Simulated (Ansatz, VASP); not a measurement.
# One calculation of Rh, two programs

```
Rh
1.0
     0.00000    1.90155    1.90155
     1.90155    0.00000    1.90155
     1.90155    1.90155    0.00000
Rh
1
Cartesian
  0.0000 0.0000 0.0000
```

Alike in both runs: task single point; functional PBEsol; k mesh 22 × 22 × 22; occupations gaussian, width 0.15 eV; no spin polarisation.

```csv
,VASP,Ansatz
version,VASP 6.6.1,Ansatz 0.2.0
potentials or method,"VASP PAW PBE potentials, release 64 (Rh_pv)","scalar-relativistic, plane waves, PAW"
plane-wave cutoff (eV),520,420
valence electrons in the cell,15,17
```

```tsv
	VASP	Ansatz	Ansatz less VASP
gap on the k mesh at the Fermi level (eV)	none	none	-
pressure (GPa)	-5.2	-5.1	+0.15
```

A gap of «none» marks a metal or a gap that the smearing closes. The functional is the same, so the differences come from potentials, cutoffs and numerics. The two sets of potentials don't hold the same shells in valence.

Caveats: the PAW data sets were made with another functional, which shifts forces and pressure a little (VASP).
